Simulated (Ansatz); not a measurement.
Ge:

```
Ge
1.0
     3.99759    0.00000    0.00000
    -1.99879    3.46201    0.00000
     0.00000    0.00000    6.59938
Ge
4
Direct
  0.33333 0.66667 0.93710
  0.66667 0.33333 0.43710
  0.33333 0.66667 0.56290
  0.66667 0.33333 0.06290
```

This isn't the form of Ge at room conditions, which is diamond.

| Item | Value |
| --- | --- |
| Program | Ansatz 0.2.0 |
| Task | relaxation of cell and atoms |
| Functional | PBEsol |
| Dispersion | D3(BJ) |
| Potentials or basis | Ansatz PAW |
| Cutoff | 420 eV (not typed: the program's choice for these potentials) |
| k mesh | 8 × 8 × 4 |
| Occupations | fermi-dirac, width 0.05 eV |
| Spin | no spin polarisation |

At the start: volume 22.83 Å³/atom.

Task: How do energy, volume and symmetry change on relaxing?

Result: It ends after 6 steps and the volume is 22.20 Å³/atom (-2.8 %); space group P6_3/mmc (No. 194, to 0.05 Å).

The path:
```tsv
step	energy change (eV)	largest force (eV/Å)	volume (Å³)
1	0.0000	0.0027	91.33
2	-0.0151	0.0036	89.22
3	-0.0157	0.0047	88.75
4	-0.0153	0.0047	88.75
5	-0.0153	0.0011	88.79
6	-0.0153	0.0011	88.79
```

Final structure:
```yaml
crystal:
  lattice:
    - [3.96373, 0.00000, 0.00000]
    - [-1.98187, 3.43269, 0.00000]
    - [0.00000, 0.00000, 6.52586]
  atoms:
    - { symbol: Ge, position: [0.33333, 0.66667, 0.93724] }
    - { symbol: Ge, position: [0.66667, 0.33333, 0.43724] }
    - { symbol: Ge, position: [0.33333, 0.66667, 0.56276] }
    - { symbol: Ge, position: [0.66667, 0.33333, 0.06276] }
```

Caveat: the plane-wave basis is chosen anew once the cell has moved, so the energies of steps on either side of that aren't comparable; pairwise dispersion overbinds metals, which lowers pressure and volume; the PAW data sets come from PBE, with cores solved anew for the run's functional, which leaves a small shift of forces and pressure.
